How can a crystal resist a change of shape strongly when its shortest bonds hardly change length? In Ta2N each nitrogen atom sits in an octahedron of six tantalum atoms, and these octahedra form layers stacked along the axis. The scan flattens or elongates the crystal along that axis while its volume stays fixed. The axial ratio is the height-to-width ratio of the cell divided by its relaxed value, and the energy change is counted from the relaxed cell.

Ta2N, CdI2 type (P-3m1, 3 atoms per cell, a = 3.101, c = 4.882 Å), strained along c at fixed volume and fixed fractional coordinates. Ansatz 0.2.0, plane-wave PAW, PBE, scalar-relativistic, no spin polarisation, 420 eV cutoff, 18×18×12 k mesh, 0.15 eV Gaussian smearing. Energies are free energies relative to the relaxed cell; pressure is positive in compression.

```csv
axial ratio (over its starting value),energy change (meV/atom),pressure (GPa)
0.85,179.0,2.87
0.92,43.5,0.93
1.0,0.0,0.00
1.1,48.1,0.87
1.2,176.5,3.70
```

Both flattening and elongation cost energy, and the pressure rises with each. Symmetry leaves the height-to-width ratio free, so it does not place the minimum at 1.0. The minimum lies there because the cell was relaxed first, leaving almost no stress to favour either direction. Without a force at the start, a small distortion costs energy in proportion to its square.

The natural measure of the distortion is u = ln(axial ratio). At fixed volume, a small distortion changes lengths along the axis by the fraction 2u/3 and lengths across it by −u/3. Two limiting cases follow: a bond along the axis stretches when the crystal is elongated, while a bond across it shrinks. A bond at angle θ to the axis changes by the fraction u(cos²θ − 1/3), which vanishes near 55°.

The Ta–N bonds stand at just this angle, as they do in any regular octahedron strained along its threefold axis. Their length therefore changes by less than 0.7 % over the whole scan. The Ta–N–Ta angles have no such protection: the one between tantalum atoms of the same plane starts near 91° and reaches 96° in the flattest cell and 83° in the most elongated one. Distances between tantalum atoms change by several per cent, those within one plane of tantalum atoms in the opposite sense to those between neighbouring planes.

It is therefore reasonable to look for most of the energy cost in bent bond angles and altered Ta–Ta contacts. The geometry supports this view, but the calculation does not divide the energy among them. The cell has no band gap in any row, and in a metal the energy need not split cleanly into bond and angle terms. The Ta–N bonds may contribute too, because a bond already under tension can store energy even in a small stretch.

The simplest model is energy change = Ku², with one constant K fitted to all five rows. The fit gives K ≈ 5860 meV per atom. For an axial ratio of 1.1, u is 0.0953 and u² is 0.00908, so the model gives 5860 × 0.00908 ≈ 53 meV per atom. The calculation gives 48.1, about a tenth less, although this row was part of the fit.

In engineering terms, this stiffness corresponds to a shear modulus of roughly 100 GPa. That figure belongs to a crystal whose atoms simply follow the cell. In the distorted cells the tantalum atoms still feel forces along the axis, and letting them move would lower the energy by an amount not calculated here. The relaxed crystal would be softer.

The pressure column needs care, because it is an average over directions. At an axial ratio of 0.85 the cell pushes outward along the axis with about 31 GPa and pulls inward across it with about 11 GPa. The average is only (31 − 2 × 11)/3 = 3 GPa. It is the difference between the two stresses that resists the change of shape, and the work done against it reproduces the energy change to within about 1 % at both ends of the scan.

The average is positive because the distortion would cost less in a larger cell. Pressure is the rate at which energy falls as volume grows at fixed shape. Here a volume increase of 1 % would lower the distortion energy by between 1.4 and 1.8 %, depending on the row. Bonds generally resist deformation less when the atoms are farther apart, which is the likely reason for the part of the pressure that grows as u² and is positive in both directions. Symmetry does not guarantee a rise on both sides. In a crystal with one unique axis the preferred axial ratio shifts with volume, and this allows a pressure term linear in u, positive on one side and negative on the other. Here that term is small beside the quadratic one, so the pressure is positive at all four distorted points. It is the expected source of part of the irregularity: the pressure at 0.92 exceeds that at 1.1 although u² and the energy are both smaller there, as a negative linear term would give. At the two ends the pressure per u² is nearly equal, so a higher odd term must offset it. Four distorted points cannot fix these terms with confidence.

The energy curve is also lopsided. The two ends cost nearly the same, yet u² is 26 % larger at 1.2 than at 0.85, so the crystal is stiffer against flattening. The quadratic model misses this: its energies are too low for both flattened cells and too high for both elongated ones, by up to 14 % of the computed value. An added cubic term fits both ends closely but still leaves the energy at 1.1 about 7 % too high, and it does not explain the lopsidedness.

The simplest springs do not explain it either. Two models were tried, one with springs on the Ta–N–Ta angle and one with equal springs on all the neighbouring Ta–Ta distances, in both cases unstrained in the relaxed cell. Both make the crystal stiffer against elongation, as the analysis printed below shows. The missing ingredient must go beyond these two models, but these five points do not identify it. Part of the lopsidedness may come from holding the atoms in place. The force on each tantalum atom is about 1.3 eV/Å at the flattened end but only 0.9 eV/Å at the elongated one, so relaxing the tantalum heights would be expected to lower the energy more in the flattened cells, provided the atoms are held about equally stiffly in both. Repeating the scan with those heights relaxed would show how much lopsidedness remains.

Numerical output:

```
fit of energy_change on 5 rows: coefficient of u**2 5862 +/- 351; rms 13.8, worst 0.85 -24.2, leave-one-out rms 25.7
fit of energy_change on 5 rows: coefficient of u**2 6065 +/- 49, coefficient of u**3 -4262 +/- 289; rms 1.61, worst 1.1 3.3, leave-one-out rms 9.48
fit of pressure on 5 rows: coefficient of u -0.176 +/- 0.45, coefficient of u**2 110.4 +/- 2.8; rms 0.0946, worst 0.92 -0.148, leave-one-out rms 0.324
Distances in Å, changes in %, angle in degrees:
   row   Ta-N  Ta-N change  Ta-Ta in layer  in-layer change  Ta-Ta over empty gap  gap change  Ta-Ta over N layer  Ta-N-Ta angle
  0.85  2.196       0.6764           3.274            5.567                 2.859      -4.277               2.927          96.39
  0.92  2.186         0.21           3.188            2.818                 2.916      -2.372                2.99          93.68
   1.0  2.181            0           3.101                0                 2.987           0               3.068          90.62
   1.1  2.184       0.1354           3.004           -3.127                 3.082       3.185               3.171           86.9
   1.2  2.195       0.6293           2.918           -5.896                 3.182       6.546               3.279          83.34
Energy models in meV/atom and ratios (zeros at ratio 1.0 are no values):
   row  quadratic model  with cubic term  energy per squared log ratio  squared angle change per squared log ratio  Ta-Ta spring sum per squared log ratio  pressure x volume / energy
  0.85            154.8            178.5                          6777                                        1263                                   1.133                       1.356
  0.92            40.76            44.64                          6257                                        1344                                   1.198                       1.808
   1.0                0                0                             0                                           0                                       0                           0
   1.1            53.25             51.4                          5295                                        1518                                   1.352                        1.53
   1.2            194.9            175.8                          5310                                        1596                                    1.43                       1.773
Effective clamped-ion shear modulus, GPa: 107.6
Work against stress from 1.0 to 0.85, meV/atom: 181.1
Work against stress from 1.0 to 1.2, meV/atom: 176.3
Angle of Ta-N bond to the axis at ratio 1.0, degrees: 55.17
Squared log ratio at 1.2 over that at 0.85: 1.259
Stiffness at 0.92 over 1.1, computed energies: 1.182
Stiffness at 0.92 over 1.1, harmonic angle springs: 0.8852
Stiffness at 0.92 over 1.1, harmonic Ta-Ta springs: 0.8859
Linear part of fitted pressure at 1.1, GPa: -0.01677
```
